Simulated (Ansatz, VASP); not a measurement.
PtSe2 in VASP and in Ansatz

The input INCAR:

```
SYSTEM = PtSe2
  ALGO = Normal
  EDIFF = 1E-7
  ENCUT = 520
  GGA = PE
  ISIF = 2
  ISMEAR = 0
  IVDW = 12
  LASPH = .True.
  LCHARG = .False.
  LREAL = .False.
  LWAVE = .False.
  NBANDS = 18
  NELM = 80
  PREC = Accurate
  SIGMA = 0.15
```

Contents of KPOINTS:

```
k-points
0
Gamma
  12 12 8
  0 0 0
```

The input POSCAR:

```
PtSe2
1.0
    3.8231475509      0.0000000000      0.0000000000
   -1.9115737755      3.3109429015      0.0000000000
    0.0000000000      0.0000000000      4.6925313040
Pt Se
1 2
Direct
    0.0000000000      0.0000000000      0.0000000000
    0.3333333333      0.6666666667      0.2341021151
    0.6666666667      0.3333333333      0.7658978849
```

Input for Ansatz:

```yaml
crystal:
  lattice:
    - [3.8231475509, 0.0, 0.0]
    - [-1.9115737755, 3.3109429015, 0.0]
    - [0.0, 0.0, 4.692531304]
  atoms:
    - { symbol: Pt, position: [0.0, 0.0, 0.0] }
    - { symbol: Se, position: [0.3333333333, 0.6666666667, 0.2341021151] }
    - { symbol: Se, position: [0.6666666667, 0.3333333333, 0.7658978849] }
basis:
  ecutwfc: 420
kpoints:
  mp_grid: { grid: [12, 12, 8] }
hamiltonian:
  xc: pbe
  pseudopotentials: { kind: paw, azcp: { folder: soft_1 } }
  dispersion: d3bj
scf:
  occupations: { method: gaussian, width: 0.15 }
output:
  forces: true
  stress: true
  eigenvalues: true
```

Alike in both runs: task single point; functional PBE; dispersion D3(BJ); k mesh 12 × 12 × 8; occupations gaussian, width 0.15 eV; no spin polarisation.

```csv
,VASP,Ansatz
version,VASP 6.6.1,Ansatz 0.2.0
potentials or method,"VASP PAW PBE potentials, release 64 (Pt, Se)","scalar-relativistic, plane waves, PAW"
plane-wave cutoff (eV),520,420
valence electrons in the cell,22,50
```

VASP gave:

- gap on the k mesh at the Fermi level (eV): none
- pressure (GPa): 8.2
- largest component of the traceless stress (GPa): 1.00
- rms of the force components (eV/Å): 0.911

**Question.** Estimate Ansatz's values.

**Answer.** gap on the k mesh at the Fermi level (eV): none; pressure (GPa): 8.1; largest component of the traceless stress (GPa): 1.00; rms of the force components (eV/Å): 0.907.

Atom by atom the forces differ by 0.004 eV/Å (rms over components). A gap of «none» marks a metal or a gap that the smearing closes. The two sets of potentials don't hold the same shells in valence.

Caveats: pairwise dispersion overbinds metals, which lowers pressure and volume; forces of over 1 eV/Å show positions far from the minimum, so gaps and moduli don't describe the material at rest. Spin-orbit coupling is left out, which matters for the levels of Pt.
